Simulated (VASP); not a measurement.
**LiCl (strained database structure), PBE single-point calculation: Ansatz's output and VASP's**

```
Li Cl
1.0
     4.09816    0.00000    0.00000
    -2.04908    3.37208    0.00000
     0.00000    0.00000    6.22588
Li Cl
2 2
Cartesian
  2.0491 1.1327 5.4832
  0.0000 2.2393 2.3703
  2.0491 1.1624 3.0774
  0.0000 2.2097 6.1903
```

Ansatz printed

```
SCF 1 converged in 6 iterations: F = -2575.759294 eV  dr2 = 2.14e-8
  greatest PAW one-centre occupation: 1.000 electrons in one spin orbital (limit 2), on the Li atom at site 1 (counted from 0), in its partial waves of l = 0
NSCF: frozen V_eff on 6 k-points
SCF converged after 6 iterations
Free energy (F): -2575.759294 eV
Harris-Foulkes:  -2575.759294 eV  (|F-HF|=1.31e-8)
Internal energy: -2575.759294 eV  (E = F + TS)
E sigma→0 (E₀):  -2575.759294 eV
Fermi energy:    2.464249 eV
--- Per-component energies (eV) ---
  E_band       = -242.151961
  E_kinetic    = 366.635549
  E_local      = -814.307285  (includes V_loc(G=0)·N_el)
  E_nonlocal   = -9.442773
  E_hartree    = 253.693476
  E_xc         = -236.687492
  E_vxc        = -272.881269  (∫ρ·V_xc dr)
  E_paw        = -1360.932023  (= ΣΔE_a)
  E_vpaw       = -19.540965  (= ΣTr[D̂ρ^β])
  E_aug_tail   = 0.000210  (compensation charges beyond the density's cutoff)
  E_ewald      = -774.718957
  E_smearing   = -0.000000  (= −TS)
  E_closure    = 0.000000  (closes the sum)
  Σ components = -2575.759294   (vs F -2575.759294, Δ=0.00e0)
--- Forces (eV/Å), atoms counted from 1 ---
  atom   1  Li     0.00000000    -0.00044107     0.00046542
  atom   2  Li    -0.00000000     0.00044107     0.00046542
  atom   3  Cl    -0.00000000     0.00040457    -0.00047148
  atom   4  Cl     0.00000000    -0.00040457    -0.00047148
  max |Σ_I F_I| component: 1.21e-5 eV/Å
--- Stress (GPa, compression-positive) ---
       -1.171466      -0.000000       0.000000
       -0.000000      -0.367351       0.000000
        0.000000       0.000000      -0.258589
  P = ⅓ Tr σ = -0.5991 GPa (-5.991 kbar)
--- Band table (eV; the first three rows and the last of 129) ---
  k-point 0: bands = ["-43.5064", "-43.5050", "-13.1797", "-12.8706", "-2.4513", "-1.0175", "-0.8438", "-0.6459", "-0.5378", "-0.4418", "5.3460", "7.5464", "9.0499", "9.5110", "10.0831"]
  k-point 1: bands = ["-43.5062", "-43.5052", "-13.1373", "-12.9190", "-2.2023", "-0.9654", "-0.8115", "-0.7908", "-0.7027", "-0.5837", "5.7645", "7.3446", "9.0721", "9.4778", "9.7738"]
  k-point 2: bands = ["-43.5057", "-43.5057", "-13.0311", "-13.0311", "-1.5535", "-1.5535", "-0.8364", "-0.8364", "-0.6929", "-0.6929", "6.6537", "6.6537", "9.3002", "9.3002", "9.5449"]
  k-point 128: bands = ["-43.5051", "-43.5051", "-12.8927", "-12.8927", "-2.0404", "-2.0404", "-1.4982", "-1.4982", "-0.8600", "-0.8600", "7.5604", "7.5604", "8.9261", "8.9261", "10.5084"]
```

The two codes use different PAW datasets and cutoffs. VASP's cell holds 20 valence electrons and Ansatz's 20. Ansatz's stress includes a Pulay correction; VASP's doesn't.

Q: What does VASP give for the same cell and level of theory?

A: gap between bands v and c 5.79 eV; least direct gap 5.79 eV; pressure -0.7 GPa.

From OUTCAR

```
k-points           NKPTS =    129   k-points in BZ     NKDIM =    129   number of bands    NBANDS=     18

   NELECT =      20.0000    total number of electrons

   dimension x,y,z NGX =    30 NGY =   30 NGZ =   48
   dimension x,y,z NGXF=    60 NGYF=   60 NGZF=   96

  energy-cutoff  :      520.00
  volume of cell :       86.04
      direct lattice vectors                 reciprocal lattice vectors
     4.098161763  0.000000000  0.000000000     0.244011842  0.148276518  0.000000000
    -2.049080882  3.372078096  0.000000000    -0.000000000  0.296553037  0.000000000
     0.000000000  0.000000000  6.225877426     0.000000000  0.000000000  0.160619931

 k-points in reciprocal lattice and weights: KPOINTS created by Atomic Simulation Env
   0.00000000  0.00000000  0.00000000       0.002
   0.08333333 -0.00000000  0.00000000       0.007
   0.16666667  0.00000000  0.00000000       0.007
   0.25000000  0.00000000  0.00000000       0.007
   0.33333333  0.00000000  0.00000000       0.007
   0.41666667  0.00000000  0.00000000       0.007
   0.50000000  0.00000000  0.00000000       0.003
  -0.00000000  0.08333333  0.00000000       0.003
   ...

 E-fermi :  -0.7612

 k-point     1 :       0.0000    0.0000    0.0000
  band No.  band energies     occupation
      1     -44.4097      2.00000
      2     -44.4084      2.00000
      3     -14.0613      2.00000
      4     -13.7523      2.00000
      5      -3.3333      2.00000
      6      -1.9001      2.00000
      7      -1.7268      2.00000
      8      -1.5282      2.00000
      9      -1.4205      2.00000
     10      -1.3247      2.00000
     11       4.4690      0.00000
     12       6.6903      0.00000
     13       8.2200      0.00000
     14       8.6861      0.00000
     15       9.2704      0.00000
     16       9.2800      0.00000
     17       9.4856      0.00000
     18       9.5111      0.00000

 k-point     2 :       0.0833   -0.0000    0.0000
  band No.  band energies     occupation
      1     -44.4097      2.00000
      2     -44.4083      2.00000
      3     -14.0482      2.00000
      4     -13.7481      2.00000
      5      -3.2992      2.00000
      6      -1.9704      2.00000
      7      -1.7837      2.00000
      8      -1.6128      2.00000
      9      -1.4491      2.00000
     10      -1.3474      2.00000
     11       4.6277      0.00000
     12       6.8423      0.00000
     13       8.2272      0.00000
     14       8.7143      0.00000
     15       9.0608      0.00000
     16       9.3707      0.00000
     17       9.5172      0.00000
     18       9.6604      0.00000

 k-point     3 :       0.1667    0.0000    0.0000
  band No.  band energies     occupation
      1     -44.4095      2.00000
      2     -44.4083      2.00000
      3     -14.0113      2.00000
      4     -13.7374      2.00000
      5      -3.2010      2.00000
      6      -2.1880      2.00000
      7      -1.9024      2.00000
      8      -1.8551      2.00000
      9      -1.4900      2.00000
     10      -1.4158      2.00000
     11       5.0404      0.00000
     12       7.2040      0.00000
     13       8.2139      0.00000
     14       8.5218      0.00000
     15       8.9621      0.00000
     16       9.5178      0.00000
     17       9.5953      0.00000
     18       9.9460      0.00000

 k-point     4 :       0.2500    0.0000    0.0000
  band No.  band energies     occupation
      1     -44.4092      2.00000
      2     -44.4082      2.00000
      3     -13.9573      2.00000
      4     -13.7254      2.00000
      5      -3.0554      2.00000
      6      -2.4888      2.00000
      7      -2.1630      2.00000
      8      -2.0125      2.00000
      9      -1.5419      2.00000
     10      -1.5287      2.00000
     11       5.5650      0.00000
     12       7.4218      0.00000
     13       7.9107      0.00000
     14       8.5079      0.00000
     15       9.1392      0.00000
     16       9.3680      0.00000
     17       9.7174      0.00000
     18      10.4752      0.00000

 k-point     5 :       0.3333    0.0000    0.0000
  band No.  band energies     occupation
      1     -44.4090      2.00000
      2     -44.4082      2.00000
      3     -13.8967      2.00000
      4     -13.7187      2.00000
      5      -2.9541      2.00000
      6      -2.6957      2.00000
      7      -2.4251      2.00000
      8      -2.1172      2.00000
      9      -1.6800      2.00000
     10      -1.5955      2.00000
     11       6.0405      0.00000
     12       7.2444      0.00000
     13       7.5609      0.00000
     14       8.8901      0.00000
     15       9.1420      0.00000
     16       9.4371      0.00000
     17       9.9144      0.00000
     18      10.9618      0.00000

 ...

  Total       -0.6718856     -0.2417009     -0.1849634     -0.0000000     -0.0000000      0.0000000
  in kB      -12.5117657     -4.5009232     -3.4443652     -0.0000000     -0.0000000      0.0000000
  external PRESSURE =      -6.8190180 kB  Pullay stress =       0.0000000 kB

 POSITION                                       TOTAL-FORCE (eV/Angst)
 -----------------------------------------------------------------------------------
      2.04908      1.13274      5.48322         0.000000     -0.000356      0.000411
     -0.00000      2.23934      2.37028        -0.000000      0.000356      0.000411
      2.04908      1.16242      3.07737        -0.000000      0.000762     -0.000411
     -0.00000      2.20966      6.19031         0.000000     -0.000762     -0.000411
 -----------------------------------------------------------------------------------
    total drift:                                0.000000      0.000000     -0.000147

  FREE ENERGIE OF THE ION-ELECTRON SYSTEM (eV)
  ---------------------------------------------------
  free  energy   TOTEN  =       -14.8606704587 eV

  energy  without entropy=      -14.8606704587  energy(sigma->0) =      -14.86067046
```
